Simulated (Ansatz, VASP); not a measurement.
# One calculation of WS3, two programs

```
W S
1.0
     4.68259    0.00000    0.00000
     0.00000    4.68259    0.00000
     0.00000    0.00000    4.68259
W S
1 3
Cartesian
  0.0000 0.0000 0.0000
  0.0000 2.3413 0.0000
  2.3413 0.0000 0.0000
  0.0000 0.0000 2.3413
```

Alike in both runs: functional PBE; k mesh 10 × 10 × 10; occupations gaussian, width 0.1 eV; no spin polarisation.

Ansatz relaxed the structure, and its values are those at the end. VASP's run is a single point on that final structure, the one shown.

|  | VASP | Ansatz |
| --- | --- | --- |
| version | VASP 6.6.1 | Ansatz 0.2.0 |
| potentials or method | VASP PAW PBE potentials, release 64 (W_sv, S) | scalar-relativistic, plane waves, PAW |
| plane-wave cutoff (eV) | 520 | 420 |
| valence electrons in the cell | 32 | 32 |

Ansatz gave:

```
gap on the k mesh at the Fermi level (eV) : none
pressure (GPa)                            : 0.0
```

Question: What did VASP give for the same quantities?

Answer: gap on the k mesh at the Fermi level (eV): none; pressure (GPa): -0.1.

A gap of «none» marks a metal or a gap that the smearing closes.

The runs have no spin-orbit coupling, so splittings on W are missing.
